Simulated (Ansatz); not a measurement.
Runs of Ansatz 0.2.0 on Pb. Symmetry: Fm-3m, No. 225, cubic system. Conventional cell: a = 4.950 Å, b = 4.950 Å, c = 4.950 Å, α = 90.00°, β = 90.00°, γ = 90.00°. Pb (site symmetry m-3m) is surrounded by 12 Pb at 3.50 Å. 

```csv
task,level,potentials or basis,spin,cell,k mesh,cutoff (eV),smearing,points for each segment of the path,other keys,mesh quality,gap on the mesh (eV),pressure (GPa)
single point,BPBE,Ansatz PAW,"SOC, no magnetisation",cell strained at random at fixed volume,7 × 7 × 7,420,fermi-dirac 0.05 eV,-,scf.n_extra_bands = 32; basis.ecutrho_ratio = 12,not flagged,none,2.6
band structure,PBE+D4,SSSP efficiency PAW,off,as given,6 × 6 × 6,544,cold 0.05 eV,4,scf.initial_density.chi_scale = 0.1; hamiltonian.xc = pbe,coarse,none,1.1
single point,RPBE+D3(BJ),SSSP precision PAW,"non-collinear, ferromagnetic start",volume scaled by 0.8,9 × 9 × 9,612,fermi-dirac 0.025 eV,-,-,not flagged,none,-6.0
atomic charges,HSE03,Ansatz PAW,off,as given,7 × 7 × 7,420,fermi-dirac 0.1 eV,-,-,not flagged,none,(a)
band structure,revPBE+D3(BJ),Ansatz PAW,"SOC, no magnetisation",as given,9 × 9 × 9,420,gaussian 0.05 eV,14,scf.n_extra_bands = 32; hamiltonian.dispersion = d3bj,not flagged,none,-0.6
```

Task: Estimate the missing entries.

Result: (a) 1.8.

Caveats: some runs use coarse meshes; the PAW data sets come from PBE, with cores solved anew for the run's functional, which leaves a small shift of forces and pressure (some runs); pairwise dispersion overbinds metals, which lowers pressure and volume (some runs); spin-orbit coupling is left out, which moves the levels of the heavy elements (some runs); the potentials were made for another functional, which shifts forces and pressure (some runs); the starting moments weren't kept (some runs); the thresholds are loose for stress (some runs).

A k mesh can miss the band edges, and rows without SOC leave out spin-orbit coupling on Pb.

A gap of «none» marks a metal or a gap under the smearing width.
